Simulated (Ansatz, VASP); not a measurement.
# One calculation of SnO, two programs

INCAR

```
SYSTEM = SnO
PREC = Accurate
ENCUT = 600
EDIFF = 1E-7
ISMEAR = 0
SIGMA = 0.1
LREAL = .FALSE.
LASPH = .TRUE.
NELM = 100
ALGO = Normal
ISIF = 3
LWAVE = .FALSE.
LCHARG = .FALSE.
GGA = PE
IBRION = 2
NSW = 90
EDIFFG = -0.04
```

Contents of KPOINTS:

```
Automatic mesh
0
G
  6 6 6
  0 0 0
```

Contents of POSCAR:

```
SnO
1.0
    0.0000000000      2.5733001000      2.5733001000
    2.5733001000      0.0000000000      2.5733001000
    2.5733001000      2.5733001000      0.0000000000
Sn O
1 1
Direct
    0.7500000000      0.7500000000      0.7500000000
    0.0000000000      0.0000000000      0.0000000000
```

Input for Ansatz:

```yaml
crystal:
  lattice:
    - [0.0, 2.5733001, 2.5733001]
    - [2.5733001, 0.0, 2.5733001]
    - [2.5733001, 2.5733001, 0.0]
  atoms:
    - { symbol: Sn, position: [0.75, 0.75, 0.75] }
    - { symbol: O, position: [0.0, 0.0, 0.0] }
basis:
  ecutwfc: 420
kpoints:
  mp_grid: { grid: [6, 6, 6] }
hamiltonian:
  xc: pbe
scf:
  occupations: { method: gaussian, width: 0.1 }
  lower_state_search: "off"
output:
  forces: true
  stress: true
  eigenvalues: true
relax:
  adjacent_minimum: "off"
  f_tol: 0.04
  max_steps: 70
  cell: { stress_tol: 0.4 }
```

Change from the starting cell: species swapped into the BeSe type (F-43m, No. 216).

Alike in both runs: task relaxation of cell and atoms; functional PBE; k mesh 6 × 6 × 6; occupations gaussian, width 0.1 eV; no spin polarisation.

```csv
,VASP,Ansatz
version,VASP 6.6.1,Ansatz 0.2.0
potentials or method,"VASP PAW PBE potentials, release 64 (Sn_d, O)","scalar-relativistic, plane waves, PAW"
plane-wave cutoff (eV),600,420
valence electrons in the cell,20,20
```

VASP gave:

- gap on the k mesh at the Fermi level, each at its own relaxed structure (eV): none
- relaxed volume (Å³/atom): 20.62
- relaxed cell length with the largest relative difference (Å): 3.878
- energy change over the relaxation (meV/atom): -159

Question: Which values does Ansatz return?

Answer: gap on the k mesh at the Fermi level, each at its own relaxed structure (eV): none; relaxed volume (Å³/atom): 20.52; relaxed cell length with the largest relative difference (Å): 3.872; energy change over the relaxation (meV/atom): -157.

A gap of «none» marks a metal or a gap that the smearing closes.

Caveats: the volume moved by over 15 % at a fixed basis, so the end points are rough (VASP).
